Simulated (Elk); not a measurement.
**Optical response of BeS**

Wanted: where BeS starts to absorb, how strongly, and its refractive index. The cell comes from an older database entry, whose edges can differ from later determinations, mostly by under a per cent.

Calculated with Elk 11.2.3 (patched build); DFT, PBE, all-electron APW+lo, Dirac cores, scalar-relativistic bands, independent-particle optical response without local fields.

The database entry behind the starting cell differs from later determinations by our own check (0.1 to 0.3 % short, probably kX units), so it need not match the best structure at ambient conditions.

## Step 1: The starting structure

The structure is cubic, space group F-43m (No. 216). The conventional cell has a = 4.850 Å, b = 4.850 Å, c = 4.850 Å, α = 90.00°, β = 90.00°, γ = 90.00°. Nearest to S lie 4 Be at 2.10 Å. Be has 4 S at 2.10 Å nearest. Farther neighbours and most contacts between anions are not listed.

As a file:

```cif
data_structure
_symmetry_space_group_name_H-M 'F-43m'
_symmetry_Int_Tables_number 216
_cell_length_a 4.8500
_cell_length_b 4.8500
_cell_length_c 4.8500
_cell_angle_alpha 90.000
_cell_angle_beta 90.000
_cell_angle_gamma 90.000
_cell_volume 114.08
loop_
_atom_site_label
_atom_site_type_symbol
_atom_site_symmetry_multiplicity
_atom_site_Wyckoff_symbol
_atom_site_fract_x
_atom_site_fract_y
_atom_site_fract_z
_atom_site_occupancy
S1 S 4 c 0.25000 0.25000 0.25000 1
Be1 Be 4 a 0.00000 0.00000 0.00000 1
```

## Step 2: Ground state

The self-consistent density comes first; it also tells whether there is a gap, which decides the occupations and the need for a Drude term.

This step: DFT, PBE, all-electron APW+lo, Dirac cores, scalar-relativistic bands, ground state (Elk 11.2.3 (patched build)).

elk.in reads:

```
tasks
  0
  120

xctype
  20

nempty
  14

lorbcnd
  .true.

rgkmax
  7.0

swidth
  0.0018375

maxscl
  100

epsengy
  1e-05

sppath
  './'

avec
  0.000000000000 4.582585852217 4.582585852217
  4.582585852217 0.000000000000 4.582585852217
  4.582585852217 4.582585852217 0.000000000000

atoms
  2
  'S.in'
  1
  0.750000000000 0.750000000000 0.750000000000   0.000 0.000 0.000
  'Be.in'
  1
  0.000000000000 0.000000000000 0.000000000000   0.000 0.000 0.000

ngridk
  12 12 12
```

On the command line:

```console
$ OMP_NUM_THREADS=4 elk
```

Numbers of over 12 decimals in the logs are rounded to 6 here.

What it wrote:

```text
┌─────────────────────────┐
│ Elk code version 11.2.3 │
└─────────────────────────┘

All units are atomic (Hartree, Bohr, etc.)

┌─────────────────────────────────────────────────┐
│ Ground-state run starting from atomic densities │
└─────────────────────────────────────────────────┘

Lattice vectors :
   0.000000000       4.582585852       4.582585852
   4.582585852       0.000000000       4.582585852
   4.582585852       4.582585852       0.000000000

Reciprocal lattice vectors :
 -0.6855502013      0.6855502013      0.6855502013
  0.6855502013     -0.6855502013      0.6855502013
  0.6855502013      0.6855502013     -0.6855502013

Unit cell volume      :    192.4694590
Brillouin zone volume :    1.288777008

Muffin-tin inner radius fraction :   0.1000000000E-01

Nuclei treated as point charges

Species : 1 (S)
 parameters loaded from : S.in
 name : sulphur
 nuclear charge    :   -16.00000000
 electronic charge :    16.00000000
 atomic mass :    58450.91931
 muffin-tin radius :    2.155249670
 number of radial points in muffin-tin :    793
 inner part over the whole radius :   0.9952083814E-02
 number on inner part of muffin-tin    :    554
 approximate nuclear radius :   0.6195814986E-04
 number of mesh points to nuclear radius :    251
 atomic positions (lattice), magnetic fields (Cartesian) :
  1 :   0.00000000  0.00000000  0.00000000    0.00000000  0.00000000  0.00000000

Species : 2 (Be)
 parameters loaded from : Be.in
 name : beryllium
 nuclear charge    :   -4.000000000
 electronic charge :    4.000000000
 atomic mass :    16428.20280
 muffin-tin radius :    1.763386093
 number of radial points in muffin-tin :    593
 inner part over the whole radius :   0.9891453673E-02
 number on inner part of muffin-tin    :    403
 approximate nuclear radius :   0.4290726161E-04
 number of mesh points to nuclear radius :    156
 atomic positions (lattice), magnetic fields (Cartesian) :
  1 :   0.25000000  0.25000000  0.25000000    0.00000000  0.00000000  0.00000000

Total number of atoms per unit cell :    2
Total muffin-tin volume :    64.90386144
 ratio of muffin-tin to unit cell volume :   0.3372164175

Spin treatment :
 spin-unpolarised

Number of Bravais lattice symmetries :   48
Number of crystal symmetries         :   24
Crystal has no inversion symmetry
Complex Hermitian eigensolver will be used

k-point grid :     12    12    12
k-point offset :    0.000000000       0.000000000       0.000000000
k-point set is reduced with full crystal symmetry group
Total number of k-points :      116

Muffin-tin radius times maximum |G+k| :    7.000000000
 using average radius
Maximum |G+k| for APW functions       :    3.572671931
Maximum (1/2)|G+k|²                   :    6.381992365
Maximum |G| for potential and density :    12.00000000
Constant for pseudocharge density :    6
 order of it for each species :   13  13
 order of it for pair densities of each species (exact exchange by exxq0 0: 13) :   12   7
Radial integration step length :    1

G-vector grid sizes :     25    25    25
Number of G-vectors :     5601

Maximum angular momentum used for
 APW functions            :    8
 outer part of muffin-tin :    6
 inner part of muffin-tin :    2

Total nuclear charge    :   -20.00000000
Total core charge       :    12.00000000
Total valence charge    :    8.000000000
Total excess charge     :    0.000000000
Total electronic charge :    20.00000000

Effective Wigner radius, rₛ :    1.319515229

Number of empty states         :     28
Total number of valence states :     33
Total number of core states    :     12

Conduction state local-orbitals added automatically
Third-order local-orbitals added for an l without core states : F
Total number of local-orbitals :    107

Exchange-correlation functional :     20     0     0
 Perdew-Burke-Ernzerhof, Phys. Rev. Lett. 77, 3865 (1996)
 gradient requirement :    1
 generalised gradient approximation (GGA)

Smearing type :    3
 Fermi-Dirac
Smearing width :   0.1837500000E-02
Effective electronic temperature (K) :    580.2366081

Mixing type :    3
 Broyden mixing, J. Phys. A: Math. Gen. 17, L317 (1984)

Kohn-Sham potential initialised from atomic data

┌──────────────────────────────┐
│ Self-consistent loop started │
└──────────────────────────────┘

┌─────────────────┐
│ Loop number : 1 │
└─────────────────┘

Energies :
 Fermi                       :     0.75473283902472E-01
 sum of occupied eigenvalues :     -232.30249643643
 electron kinetic            :      415.79254006976
 core electron kinetic       :      401.18521706393
 Coulomb                     :     -801.51696064289
 Coulomb potential           :     -608.70483329457
 nuclear-nuclear             :     -73.633662598087
 electron-nuclear            :     -848.43236095684
 Hartree                     :      120.54906291204
 Madelung                    :     -497.16454399560
 xc potential                :     -39.390203211617
 exchange                    :     -27.851431847573
 correlation                 :    -0.759411
 electron entropic           :    -0.37651867121899E-11
 total energy                :     -414.33526355622

Density of states at Fermi energy :   0.5441118381E-07
 (states/Hartree/unit cell)

Estimated indirect band gap :   0.1218554440
 from k-point 1 to k-point 58
Estimated direct band gap   :   0.2094436491
 at k-point 1

Charges :
 core                        :    12.00000000
 valence                     :    8.000000000
 interstitial                :    2.613539389
 muffin-tins (core leakage)
  species : 1 (S)
   atom 1                    :    14.58308276     (  0.9530060856E-04)
  species : 2 (Be)
   atom 1                    :    2.803377851     (  0.1395135179E-02)
 total in muffin-tins        :    17.38646061
 total calculated charge     :    19.99848821
 total charge                :    20.00000000
 error                       :   0.1511787988E-02

┌─────────────────┐
│ Loop number : 2 │
└─────────────────┘

Energies :
 Fermi                       :     0.76501288212493E-01
 sum of occupied eigenvalues :     -232.27851843514
 electron kinetic            :      414.68663032591
 core electron kinetic       :      400.38325859991
 Coulomb                     :     -801.51208954882
 Coulomb potential           :     -608.70350349243
 nuclear-nuclear             :     -73.633662598087
 electron-nuclear            :     -848.42381099871
 Hartree                     :      120.54538404798
 Madelung                    :     -497.16033780261
 xc potential                :     -38.261645268622
 exchange                    :     -27.851044723344
 correlation                 :    -0.759423
 electron entropic           :    -0.37651686956789E-11
 total energy                :     -415.43592653537

Density of states at Fermi energy :   0.5441120876E-07
 (states/Hartree/unit cell)

Estimated indirect band gap :   0.1217687005
 from k-point 1 to k-point 58
Estimated direct band gap   :   0.2094256117
 at k-point 1

Charges :
 core                        :    12.00000000
 valence                     :    8.000000000
 interstitial                :    2.614054285
 muffin-tins (core leakage)
  species : 1 (S)
   atom 1                    :    14.58279360     (  0.9532381799E-04)
  species : 2 (Be)
   atom 1                    :    2.803152116     (  0.1395142105E-02)
 total in muffin-tins        :    17.38594572
 total calculated charge     :    19.99848807
 total charge                :    20.00000000
 error                       :   0.1511933614E-02

RMS change in Kohn-Sham potential (target) :    7.048957014     (  0.1000000000E-05)
Absolute change in total energy (target)   :    1.100662979     (  0.1000000000E-04)

[... 12 loops left out ...]

┌──────────────────┐
│ Loop number : 15 │
└──────────────────┘

Energies :
 Fermi                       :     0.188550
 sum of occupied eigenvalues :     -229.82012010589
 electron kinetic            :      415.69838655094
 core electron kinetic       :      400.98471711713
 Coulomb                     :     -801.16019000065
 Coulomb potential           :     -608.59797960949
 nuclear-nuclear             :     -73.633662598087
 electron-nuclear            :     -847.81062642767
 Hartree                     :      120.28409902510
 Madelung                    :     -496.86120019591
 xc potential                :     -36.920527047347
 exchange                    :     -27.823084161541
 correlation                 :    -0.760387
 electron entropic           :    -0.37652746826847E-11
 total energy                :     -414.04527490578

Density of states at Fermi energy :   0.5441146762E-07
 (states/Hartree/unit cell)

Estimated indirect band gap :   0.1146942091
 from k-point 1 to k-point 58
Estimated direct band gap   :   0.2092707920
 at k-point 1

Charges :
 core                        :    12.00000000
 valence                     :    8.000000000
 interstitial                :    2.654970977
 muffin-tins (core leakage)
  species : 1 (S)
   atom 1                    :    14.56465203     (  0.9646455252E-04)
  species : 2 (Be)
   atom 1                    :    2.780376992     (  0.1384968970E-02)
 total in muffin-tins        :    17.34502902
 total calculated charge     :    19.99848960
 total charge                :    20.00000000
 error                       :   0.1510399483E-02

RMS change in Kohn-Sham potential (target) :   0.1673161290E-06 (  0.1000000000E-05)
Absolute change in total energy (target)   :   0.5611814572E-05 (  0.1000000000E-04)

Convergence targets achieved

┌──────────────────┐
│ Loop number : 16 │
└──────────────────┘

Energies :
 Fermi                       :     0.188550
 sum of occupied eigenvalues :     -229.82011985515
 electron kinetic            :      415.69838662874
 core electron kinetic       :      400.98471715777
 Coulomb                     :     -801.16018979482
 Coulomb potential           :     -608.59797948286
 nuclear-nuclear             :     -73.633662598087
 electron-nuclear            :     -847.81062612783
 Hartree                     :      120.28409893110
 Madelung                    :     -496.86120005339
 xc potential                :     -36.920527001028
 exchange                    :     -27.823084147169
 correlation                 :    -0.760387
 electron entropic           :    -0.37652745288207E-11
 total energy                :     -414.04527460862

Density of states at Fermi energy :   0.5441146729E-07
 (states/Hartree/unit cell)

Estimated indirect band gap :   0.1146941908
 from k-point 1 to k-point 58
Estimated direct band gap   :   0.2092707947
 at k-point 1

Charges :
 core                        :    12.00000000
 valence                     :    8.000000000
 interstitial                :    2.654970981
 muffin-tins (core leakage)
  species : 1 (S)
   atom 1                    :    14.56465204     (  0.9646455532E-04)
  species : 2 (Be)
   atom 1                    :    2.780376982     (  0.1384968965E-02)
 total in muffin-tins        :    17.34502902
 total calculated charge     :    19.99848960
 total charge                :    20.00000000
 error                       :   0.1510399457E-02

┌──────────────────────────────┐
│ Self-consistent loop stopped │
└──────────────────────────────┘

Warning : core states of species 2 leak from the muffin-tin :   0.1384968965E-02

Wrote STATE.OUT
```

It took 14 s on 4 threads of Arm Neoverse V2, shared host; peak memory 0.1 GiB.

This step gave:

```
total energy           : -414.0 Ha
Fermi energy           : 5.131 eV
DOS at the Fermi level : 2.00e-9 states/eV/cell
gap on the k-mesh      : 3.121 eV
direct gap on the mesh : 5.695 eV
```

There is a gap, 3.12 eV on this mesh (points off the mesh can give less), so no carriers' term is needed.

## Step 3: Independent particles

With the density converged, the vertical transitions are summed over the zone.

This step: DFT, PBE, all-electron APW+lo, Dirac cores, scalar-relativistic bands, independent-particle optical response without local fields (Elk 11.2.3 (patched build)).

elk.in, as its differences from that of step 2:

```diff
@@ -1,4 +1,6 @@
 tasks
-  0
-  120
+  121
+
+optcomp
+  1 1
 
@@ -17,9 +19,7 @@
 swidth
-  0.0018375
+  0.0055124
 
-maxscl
-  100
-
-epsengy
-  1e-05
+wplot
+  400 100 0
+  0.0 0.80849
```

On the command line:

```console
$ OMP_NUM_THREADS=4 elk
```

What it wrote:

```text
┌─────────────────────────────────┐
│ Elk code version 11.2.3 started │
└─────────────────────────────────┘

Info(readinput): the functional depends on the density's gradient
 muffin-tin radial points multiplied by    2.00000
 (not where nrmtscf is given)

┌────────────────────┐
│ Current task : 121 │
└────────────────────┘
Info(checkmt): changed muffin-tin radius of species 1 (S) from   2.2000 to   2.1552
Info(checkmt): changed muffin-tin radius of species 2 (Be) from   1.8000 to   1.7634

Info(findsymcrys): atomic basis shift (lattice) :
  0.2500000000      0.2500000000      0.2500000000
See GEOMETRY.OUT for new atomic positions

Info(dielectric):
 dielectric tensor written to EPSILON_ij.OUT
 optical conductivity written to SIGMA_ij.OUT
 for components
  i = 1, j = 1

┌──────────────────┐
│ Elk code stopped │
└──────────────────┘
```

Elapsed: 1.4 s, on 4 threads; peak memory 0.04 GiB.

Numbers from this step:

```
electronic dielectric constant ε∞, mean over x, y and z (by symmetry where fewer were run) : 5.540
main peak of Im epsilon, first axis                                                        : 6.939 eV
```

Values under the direct gap are tails of Lorentzian lines. The Im ε, E ∥ x by photon energy; read off at these points:

photon energy (eV), Im ε, E ∥ x and a bar:
```
        0        0.0 
        1        0.0 
        2        0.1 
        3        0.1 
        4        0.2 
        5        0.6 #
        6        8.3 ##############
        7       18.5 ##############################
        8        9.8 ################
        9        5.8 #########
       10        4.0 ######
       11        1.8 ###
       12        2.4 ####
       13        1.2 ##
       14        0.9 #
       15        0.8 #
       16        0.5 #
       17        0.6 #
       18        0.3 #
       19        0.3 #
       20        0.4 #
       21        0.2
```

Table of Re ε, E ∥ x by photon energy:

| photon energy (eV) | Re ε, E ∥ x |
| --- | --- |
| 0 | 5.54 |
| 1 | 5.62 |
| 2 | 5.89 |
| 3 | 6.43 |
| 4 | 7.48 |
| 5 | 9.90 |
| 6 | 14.7 |
| 7 | 2.98 |
| 8 | -4.08 |
| 9 | -2.84 |
| 10 | -4.29 |
| 11 | -1.94 |
| 12 | -1.84 |
| 13 | -1.20 |
| 14 | -1.23 |
| 15 | -0.744 |
| 16 | -0.647 |
| 17 | -0.388 |
| 18 | -0.227 |
| 19 | -0.0889 |
| 20 | -0.0187 |
| 21 | 0.0391 |

The loss function −Im 1/ε at q → 0, E ∥ x has structure finer than the step of the table below, so its rows give means over 1 eV, whole bins alone (the curve runs from 0 to 21.9 eV). Peaks (eV: height): 19.5: 3.61, 21.0: 5.71, 21.8: 5.30.

Values under the direct gap are tails of Lorentzian lines. Loss function −Im 1/ε at q → 0, E ∥ x against energy loss; means over each step:

| energy loss (eV) | loss function −Im 1/ε at q → 0, E ∥ x |
| --- | --- |
| 1 | 8.1e-4 |
| 2 | 0.00167 |
| 3 | 0.00267 |
| 4 | 0.00400 |
| 5 | 0.00664 |
| 6 | 0.0263 |
| 7 | 0.0547 |
| 8 | 0.0792 |
| 9 | 0.133 |
| 10 | 0.120 |
| 11 | 0.254 |
| 12 | 0.257 |
| 13 | 0.354 |
| 14 | 0.413 |
| 15 | 0.594 |
| 16 | 0.776 |
| 17 | 1.26 |
| 18 | 1.91 |
| 19 | 2.81 |
| 20 | 3.13 |
| 21 | 4.40 |

The reflectivity at normal incidence, E ∥ x has structure finer than the step of the table below, so its rows give means over 0.5 eV, whole bins alone (the curve runs from 0 to 21.9 eV). Peaks (eV: height): 8.47: 57.0, 10.45: 63.8, 12.32: 54.4, 13.97: 54.2, 15.73: 55.0, 17.60: 45.5, 20.46: 33.5.

Reflectivity at normal incidence, E ∥ x against photon energy; means over each step:

photon energy (eV), reflectivity at normal incidence, E ∥ x (%) and a bar from the least value:
```
      0.5       16.4 
      1.0       16.6 
      1.5       16.9 
      2.0       17.4 #
      2.5       18.0 #
      3.0       18.9 ##
      3.5       20.1 ##
      4.0       21.6 ###
      4.5       23.8 #####
      5.0       26.9 #######
      5.5       32.4 ###########
      6.0       38.3 ###############
      6.5       43.2 ##################
      7.0       48.3 #####################
      7.5       49.7 ######################
      8.0       53.1 ########################
      8.5       54.6 #########################
      9.0       47.0 ####################
      9.5       49.0 ######################
     10.0       59.6 #############################
     10.5       61.5 ##############################
     11.0       50.2 ######################
     11.5       41.2 #################
     12.0       47.0 ####################
     12.5       53.1 ########################
     13.0       46.1 ####################
     13.5       48.4 #####################
     14.0       52.6 ########################
     14.5       47.4 #####################
     15.0       43.2 ##################
     15.5       50.5 #######################
     16.0       52.4 ########################
     16.5       43.3 ##################
     17.0       38.1 ##############
     17.5       43.1 ##################
     18.0       40.3 ################
     18.5       34.5 ############
     19.0       31.1 ##########
     19.5       28.5 ########
     20.0       24.7 ######
     20.5       31.2 ##########
     21.0       26.5 #######
     21.5       20.1 ##
```

Refractive index n and extinction k against photon energy:

| photon energy (eV) | n | k |
| --- | --- | --- |
| 0.0 | 2.35 | 0 |
| 0.5 | 2.36 | 0.00261 |
| 1.0 | 2.37 | 0.00536 |
| 1.5 | 2.39 | 0.00839 |
| 2.0 | 2.43 | 0.0119 |
| 2.5 | 2.47 | 0.0162 |
| 3.0 | 2.54 | 0.0217 |
| 3.5 | 2.62 | 0.0293 |
| 4.0 | 2.74 | 0.0406 |
| 4.5 | 2.90 | 0.0595 |
| 5.0 | 3.15 | 0.0984 |
| 5.5 | 3.61 | 0.242 |
| 6.0 | 3.98 | 1.05 |
| 6.5 | 4.01 | 1.80 |
| 7.0 | 3.30 | 2.81 |
| 7.5 | 2.78 | 2.75 |
| 8.0 | 1.81 | 2.71 |
| 8.5 | 1.32 | 2.61 |
| 9.0 | 1.34 | 2.15 |
| 9.5 | 1.35 | 2.24 |
| 10.0 | 0.878 | 2.25 |
| 10.5 | 0.538 | 1.87 |
| 11.0 | 0.596 | 1.52 |
| 11.5 | 0.899 | 1.51 |
| 12.0 | 0.757 | 1.55 |
| 12.5 | 0.507 | 1.44 |
| 13.0 | 0.506 | 1.21 |
| 13.5 | 0.502 | 1.30 |
| 14.0 | 0.375 | 1.17 |
| 14.5 | 0.393 | 1.05 |
| 15.0 | 0.427 | 0.962 |
| 15.5 | 0.353 | 1.02 |
| 16.0 | 0.291 | 0.856 |
| 16.5 | 0.319 | 0.703 |
| 17.0 | 0.398 | 0.739 |
| 17.5 | 0.312 | 0.703 |
| 18.0 | 0.282 | 0.554 |
| 18.5 | 0.323 | 0.539 |
| 19.0 | 0.367 | 0.473 |
| 19.5 | 0.355 | 0.387 |
| 20.0 | 0.430 | 0.451 |
| 20.5 | 0.310 | 0.363 |
| 21.0 | 0.324 | 0.257 |
| 21.5 | 0.431 | 0.290 |

At chosen wavelengths:

| wavelength (nm) | n | k | R (%) | 1/α |
| --- | --- | --- | --- | --- |
| 1064 | 2.38 | 0.006 | 16.6 | 13 µm |
| 800 | 2.40 | 0.009 | 16.9 | 7.3 µm |
| 633 | 2.42 | 0.012 | 17.3 | 4.3 µm |
| 532 | 2.46 | 0.015 | 17.8 | 2.9 µm |
| 405 | 2.55 | 0.023 | 19.0 | 1.4 µm |
| 365 | 2.60 | 0.028 | 19.8 | 1.1 µm |
| 308 | 2.74 | 0.041 | 21.7 | 593 nm |

Below the direct gap, k and the depth come from the tails of the Lorentzian lines, not from transitions.

Rows near the edge hang on the gap, which this functional as a rule makes too small, and phonon-assisted absorption is left out.

## Step 4: What came out

```json
{"electronic dielectric constant ε∞, mean over x, y and z (by symmetry where fewer were run) (independent particles)": "5.54", "main peak of Im epsilon, first axis": "6.94 eV"}
```

In words: At this level (PBE, independent particles) BeS has ε∞ = 5.54 and n = 2.36 at 1550 nm, and Im ε peaks at 6.9 eV. On the mesh the gap is 3.12 eV and the least direct gap 5.69 eV, so on this mesh the band edges lie at different points. Distinct maxima of Im ε, read by a parabola through the highest points, lie at 6.94 eV (19), 7.56 eV (16) and 11.53 eV (2.7). Excitons and phonon-assisted transitions are missing, and so are local fields; PBE gaps are as a rule too small, which pulls the onset down and ε∞ up. The sum runs over mesh points, so small or evenly spaced maxima can still be ripples of the mesh.

[Machine, clock and banner lines and Python warnings are left out of the logs.]

[Logs are printed without paths, hosts, clocks, repeated set-up lines and the standing remarks that a program may print on its own settings, such as how far it seeks lower states.]

[Hosts, paths, dates, database ids (printed as entryN), source tags and the programs' standing remarks are cut or masked in the printed files.]
